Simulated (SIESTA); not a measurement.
The system is TiCo.

```
Co Ti
1.0
     2.98611    0.00000    0.00000
     0.00000    2.98611    0.00000
     0.00000    0.00000    2.98611
Co Ti
1 1
Cartesian
  1.4931 1.4931 1.4931
  0.0000 0.0000 0.0000
```

The cell comes from a database or a generator and needn't be the stable form of this composition.

Base run:

```yaml
Program: SIESTA 5.4.2
Functional: PBE
Potentials_or_basis: PseudoDojo 0.4 standard (PBE files)
Basis: DZP (energy shift 0.003 Ry; two zetas on semicore shells)
Grid_cutoff: 800 Ry
Energy_shift: 0.003 Ry
k_mesh: 9 × 9 × 9
Occupations: fermi-dirac, width 0.05 eV
Spin: collinear spin, ferromagnetic start
Starting_moments: "[2.0, 1.0] μB"
Fixed_moment: 4 μB
```

Its results: pressure 20.2 GPa; site moments Co +2.31; Ti +1.69 μB.

Task: The run is repeated on the same cell with these changes: fixed moment from 4 μB to 3 μB. What comes out?

Result: Pressure 11.3 GPa; site moments Co +1.97; Ti +1.03 μB.

Caveats: short orbitals over semicore shells can move pressures by several GPa; the basis of atomic orbitals isn't converged, which shifts pressures, moduli and gaps; the total moment is fixed, so each spin has its own Fermi level.
